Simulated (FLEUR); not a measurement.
Here is a FLEUR MaX-R8.1 (later development tree) calculation.

inp.xml

```xml
<?xml version="1.0" encoding="UTF-8" standalone="no"?>
<fleurInput fleurInputVersion="0.39">
   <comment>
      Fe                                                                                                  
   </comment>
   <calculationSetup>
      <cutoffs Kmax="4.76" Gmax="14.7" GmaxXC="14.7" numbands="0"/>
      <scfLoop itmax="100" minDistance="0.0002" maxIterBroyd="50" imix="Anderson" alpha="0.05" precondParam="0.0" spinf="2.0" sdNocoIR="T"/>
      <coreElectrons ctail="T" frcor="F" kcrel="0" coretail_lmax="0"/>
      <xcFunctional name="PBEs" relativisticCorrections="F"/>
      <magnetism jspins="2"/>
      <soc l_soc="F" theta="0.0" phi="0.0" spav="F"/>
      <expertModes spex="0" secvar="F"/>
      <geometryOptimization l_f="F" forcealpha="1.0" forcemix="BFGS" epsdisp="0.00001" epsforce="0.00001"/>
      <ldaU l_linMix="F" mixParam="0.05" spinf="1.0"/>
   </calculationSetup>
   <cell>
      <bzIntegration valenceElectrons="32.0" mode="hist" fermiSmearingEnergy="0.00183747">
         <kPointListSelection listName="default-1"/>
         <!-- k-points included here -->
         <xi:include xmlns:xi="http://www.w3.org/2001/XInclude" href="kpts.xml"> </xi:include>
      </bzIntegration>
      <!-- symmetry operations included here -->
      <xi:include xmlns:xi="http://www.w3.org/2001/XInclude" href="sym.xml"> </xi:include>
      <bulkLattice scale="1.0">
         <bravaisMatrix>
            <row-1>    4.5998911803346623     0.0000000000000000     0.0000000000000000</row-1>
            <row-2>   -2.2999455902618178     3.9836226168433098     0.0000000000000000</row-2>
            <row-3>    0.0000000000000000     0.0000000000000000     7.2602039369602549</row-3>
         </bravaisMatrix>
      </bulkLattice>
   </cell>
   <atomSpecies>
      <species name="Iron (Fe) 3.000" element="Fe" atomicNumber="26">
         <mtSphere radius="2.06" gridPoints="687" logIncrement="0.018"/>
         <atomicCutoffs lmax="8" lnonsphr="8"/>
         <electronConfig flipSpins="F">
            <coreConfig>(1s1/2) (2s1/2) (2p1/2) (2p3/2)</coreConfig>
            <valenceConfig>(3s1/2) (3p1/2) (3p3/2) (4s1/2) (3d3/2) (3d5/2)</valenceConfig>
            <stateOccupation state="(3d3/2)" spinUp="1.5" spinDown="0.9"/>
            <stateOccupation state="(3d5/2)" spinUp="3.0" spinDown="0.6"/>
         </electronConfig>
         <energyParameters s="4" p="4" d="3" f="4"/>
         <ldaU l="2" U="4" J="0.0" l_amf="F"/>
         <lo type="SCLO" l="0" n="3" eDeriv="0"/>
         <lo type="SCLO" l="1" n="3" eDeriv="0"/>
         <lo type="SCLO" l="1" n="3" eDeriv="1"/>
         <lo type="SCLO" l="3" n="4" eDeriv="2"/>
      </species>
   </atomSpecies>
   <atomGroups>
      <atomGroup species="Iron (Fe) 3.000">
         <relPos label="                   1">-1.000/3.000 1.000/3.000 -1.000/4.000</relPos>
         <relPos label="                   2">1.000/3.000 -1.000/3.000 1.000/4.000</relPos>
         <force calculate="T" relaxXYZ="TTT"/>
      </atomGroup>
   </atomGroups>
   <output dos="F" band="F" slice="F">
      <checks vchk="F" cdinf="F"/>
      <bandDOS minEnergy="-.5*Htr" maxEnergy="0.5*Htr" sigma="0.015" storeEVData="T"/>
      <vacuumDOS vacdos="F" integ="F" star="F" nstars="0" locx1="0.0" locy1="0.0" locx2="0.0" locy2="0.0" nstm="0" tworkf="0.0"/>
      <unfoldingBand unfoldBand="F" supercellX="1" supercellY="1" supercellZ="1"/>
      <plotting iplot="0" polar="F">
         <plot TwoD="T" vec1="  1.0  0.0  0.0" vec2="  0.0  1.0  0.0" vec3="  0.0  0.0  1.0" zero="  0.0  0.0  0.0" file="plot"/>
      </plotting>
      <chargeDensitySlicing numkpt="0" minEigenval="0.0" maxEigenval="0.0" nnne="0" pallst="F"/>
      <specialOutput eonly="F"/>
      <moessbauerParams electricFieldGradient="T" isomerShift="T" coreHyperfine="T" valenceHyperfine="T"/>
      <magneticCircularDichroism mcd="F" energyLo="-10.0" energyUp="0.0"/>
   </output>
  <!-- We include the file relax.xml here to enable relaxations (see documentation) -->
  <xi:include xmlns:xi="http://www.w3.org/2001/XInclude" href="relax.xml"> <xi:fallback/> </xi:include>
</fleurInput>
```

crystal.txt

```
Fe
&input cartesian=F /
2.4341575853  0.0000000000  0.0000000000
-1.2170787927  2.1080423057  0.0000000000
0.0000000000  0.0000000000  3.8419344700
1.8897261246
1.0 1.0 1.0

2
26 0.6666666666  0.3333333332  0.7500000000 : 3.000
26 0.3333333332  0.6666666666  0.2500000000 : 3.000

&kpt div1=10 div2=10 div3=6 gamma=T /
```

Potentials or basis: all-electron, FLAPW.

Launch:

```bash
$ inpgen -f crystal.txt -profile fastHighL
$ # inp.xml edited to the form shown
$ fleur_MPI
```

Task: What does it give for the band gap on the k mesh?

Result: None (metal or under the smearing width).

Task: What does it give for the net moment?

Result: 5.52 μB per cell.

Task: What does it give for the site moments?

Result: Fe +2.83 μB.

Core levels (eV from the Fermi level):
```tsv
atom	levels
1 Fe	1s1/2 -6983.0, 2s1/2 -812.2, 2p1/2 -699.5, 2p3/2 -687.1
2 Fe	1s1/2 -6983.0, 2s1/2 -812.2, 2p1/2 -699.5, 2p3/2 -687.1
```

Caveat: the U is typed as a test and isn't derived for this compound. The state reached can hang on the start; a lower one may exist.
